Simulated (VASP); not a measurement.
Crystal: GaN.

```
CELL_PARAMETERS angstrom
3.18000 0.00000 0.00000
-1.59000 2.75396 0.00000
0.00000 0.00000 5.16600
ATOMIC_POSITIONS crystal
Ga 0.33333 0.66667 0.00000
Ga 0.66667 0.33333 0.50000
N 0.33333 0.66667 0.37500
N 0.66667 0.33333 0.87500
```

Base run:

| Property | Result |
| --- | --- |
| Program | VASP 6.6.1 |
| Functional | HSE06 |
| Potentials or basis | VASP PAW PBE potentials, release 64 (Ga_d, N) |
| Cutoff | 520 eV |
| k mesh | 6 × 6 × 4 |
| Occupations | fermi-dirac, width 0.02 eV |
| Spin | no spin polarisation |

Its results: band gap on the k mesh 3.27 eV, direct; pressure 0.9 GPa; largest force 0.154 eV/Å.

Question: After a change of settings the same cell gave: band gap on the k mesh 2.38 eV, direct; pressure 2.2 GPa; largest force 0.137 eV/Å. Which change was it?
A. functional from HSE06 to PBE; k mesh from 6 × 6 × 4 to 8 × 8 × 5
B. functional from HSE06 to r2SCAN; k mesh from 6 × 6 × 4 to 8 × 8 × 5
C. functional from HSE06 to PBEsol; k mesh from 6 × 6 × 4 to 8 × 8 × 5

Answer: B.

Caveats: the PAW data sets were made with another functional, which shifts forces and pressure a little; an odd mesh through Γ misses points on the zone boundary, where band edges often lie (some runs).

Not every run made on this cell is shown here.
